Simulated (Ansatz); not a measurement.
# AlN: a jump of Sc

These are results of DFT PBE, scalar-relativistic, plane waves, PAW (Ansatz 0.2.0), not measurements. Settings: 420 eV cutoff, 2×2×2 k-mesh, shifted by half a step, Gaussian smearing of 0.02 eV, collinear spin.

Host crystal, relaxed:

```
Al N
1.0
     0.00000    2.20159    2.20159
     2.20159    0.00000    2.20159
     2.20159    2.20159    0.00000
Al N
1 1
Direct
  0.00000 0.00000 0.00000
  0.75000 0.75000 0.75000
```

In a supercell of 32 host sites, Sc trades places with a neighbouring Al vacancy, moving 2.97 Å between the relaxed ends. Climbing-image nudged elastic band at fixed cell with images 0 (start) to 4 (end), the path measured over all atoms, converged to 0.05 eV/Å; the order of the saddle wasn't checked, and the small cell leaves errors of about a tenth of an eV.

Supercell rows in host cell vectors: 1 1 -3; -3 1 1; 1 1 1. Sc was set at (0.000, 0.000, 0.000) of the host cell.

At the relaxed start Sc has 1 N at 2.02 Å, 2 N at 2.04 Å, 1 N at 2.07 Å, 2 Al at 3.09 Å.

Starting moments were lost in some runs.

Problem. What barrier does the band give, and what surrounds the atom at the top?

Solution. 1.01 eV at image 1, where Sc has 1 N at 1.94 Å, 2 N at 2.08 Å. The end lies -0.13 eV from the start. An image lies below the start, so the start isn't the lowest place along this path.